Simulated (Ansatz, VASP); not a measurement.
## ZnS in VASP and in Ansatz

```
CELL_PARAMETERS angstrom
0.01347 2.69451 2.69451
2.70799 0.00000 2.70799
2.69451 2.69451 0.01347
ATOMIC_POSITIONS crystal
Zn 0.00000 0.00000 0.00000
S 0.75000 0.75000 0.75000
```

Change from the starting cell: strain +0.0100 x Voigt [0, 0, 0, 0, 1, 0], atoms carried along.

Alike in both runs: task single point; functional r2SCAN; k mesh 8 × 8 × 8; occupations gaussian, width 0.05 eV; no spin polarisation.

|  | VASP | Ansatz |
| --- | --- | --- |
| version | VASP 6.6.1 | Ansatz 0.2.0 |
| potentials or method | VASP PAW PBE potentials, release 64 (Zn, S) | scalar-relativistic, plane waves, PAW |
| plane-wave cutoff (eV) | 520 | 500 |
| valence electrons in the cell | 18 | 18 |

|  | VASP | Ansatz | Ansatz less VASP |
| --- | --- | --- | --- |
| gap on the k mesh at the Fermi level (eV) | 2.69 | 2.68 | -0.010 |
| least direct gap on the mesh (eV) | 2.69 | 2.68 | -0.010 |
| pressure (GPa) | 0.0 | 0.0 | -0.03 |
| largest component of the traceless stress (GPa) | 0.73 | 0.73 | -0.002 |
| rms of the force components (eV/Å) | 0.033 | 0.033 | +0.0001 |

Atom by atom the forces differ by 0.000 eV/Å (rms over components).

Caveats: the PAW data sets were made with another functional, which shifts forces and pressure a little (VASP).
